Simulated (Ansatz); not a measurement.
# KCl: the cost of one run

Computed with Ansatz 0.2.0 (DFT PBE, scalar-relativistic, unless a step's input says otherwise).

## (1) The structure to begin with

Symmetry: Fm-3m, No. 225, cubic system. The conventional cell has a = 6.312 Å, b = 6.312 Å, c = 6.312 Å, α = 90.00°, β = 90.00°, γ = 90.00°. Around K (site symmetry m-3m) lie 6 Cl at 3.16 Å. Cl (site symmetry m-3m) is surrounded by 6 K at 3.16 Å.

Structure file:

```xyz
2
Lattice="0.0000 3.1561 3.1561 3.1561 0.0000 3.1561 3.1561 3.1561 0.0000" Properties=species:S:1:pos:R:3 pbc="T T T"
K     0.0000    0.0000    0.0000
Cl    3.1561    3.1561    3.1561
```

Atoms are numbered in the order of the input: K1, Cl2.

## (2) The deformed structure

Space group Fm-3m before, R-3m after.

## (3) LAPW, all electrons

Contents of input.yaml:

```yaml
crystal:
  lattice:
    - [0.031561, 3.1718805, 3.1718805]
    - [3.1718805, 0.031561, 3.1718805]
    - [3.1718805, 3.1718805, 0.031561]
  atoms:
    - { symbol: K, position: [0.0, 0.0, 0.0] }
    - { symbol: Cl, position: [0.5, 0.5, 0.5] }
kpoints:
  mp_grid: { grid: [7, 7, 7] }
  band_path:
    path:
      - [0.0, 0.0, 0.0]
      - [0.5, 0.5, 0.5]
      - [0.247543133, 0.5, 0.752456867]
      - [-0.247543133, 0.247543133, 0.5]
      - [0.0, 0.0, 0.5]
      - [0.0, 0.0, 0.0]
      - [-0.3737715665, 0.0, 0.3737715665]
      - [0.0, 0.3737715665, 0.6262284335]
      - [0.0, 0.5, 0.5]
    npoints: 5
scf:
  occupations: { method: fermi_dirac, width: 0.03 }
hamiltonian:
  xc: pbe
  pseudopotentials: { kind: all_electron, lapw: { basis_error: 0.001 } }
output:
  forces: true
  stress: true
  eigenvalues: true
```

On the command line:

```console
> ansatz run input.yaml --threads 1 --pin off --max-ram 3072MiB --backend cpu --events-out ev --progress --plain --runs-dir out
```

Q: Estimate wall time and peak memory on 1 thread of Arm Neoverse V2, shared host.

About 6 s, with a peak of 0.26 GiB.
